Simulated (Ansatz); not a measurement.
**GeSe at a changed volume: Ge-73 nuclear quadrupole resonance**

Cell: a COD entry, relaxed with PBE at fixed cell and then changed (volume scaled by 0.98, ions relaxed).

Space group Pnma (No. 62); a = 10.7474, b = 3.8242, c = 4.3705 Å.

| site | Wyckoff | site symmetry | x | y | z |
| --- | --- | --- | --- | --- | --- |
| Ge | 4c | .m. | 0.1182 | 0.2500 | 0.1132 |
| Se | 4c | .m. | 0.8549 | 0.2500 | 0.4943 |

One atom of each set is listed.

The numbers come from a DFT calculation in Ansatz (PBE, plane waves and PAW, scalar-relativistic, 420 eV cutoff, Γ-centred 4×11×10 k-points, Fermi–Dirac smearing 0.02 eV).

Ge-73: I = 9/2, Q = -196.0 mb (year-2017 value). Static lattice, zero field.

Question: At which frequencies do the Ge-73 NQR lines lie?

Answer: For I = 9/2 and η = 0 the lines are |C_Q|/24 times 1, 2, 3 and 4; η shifts the lowest up most. At large η the states mix, and weaker lines appear at sums of the main ones; lines under 5 % of the strongest are left out.

```tsv
site	atoms	V_zz (10²¹ V/m²)	C_Q (MHz)	η	line frequencies (MHz)
Ge	4	-6.00	28.4	0.33	2.00, 2.21, 3.48, 4.20, 4.70
```

At Ge V_zz stands upright on the plane through its three neighbours (within 8°).

The relaxation (4 steps) took 3.3 min of wall time (3.2 min of CPU time) and 1.3 GiB at its peak, on 1 thread of Intel Xeon 6975P-C (Granite Rapids) (x86_64; 16 cores open to the job, memory cap 3.0 GiB, no GPU), a shared host with a load of 0.6 a core.
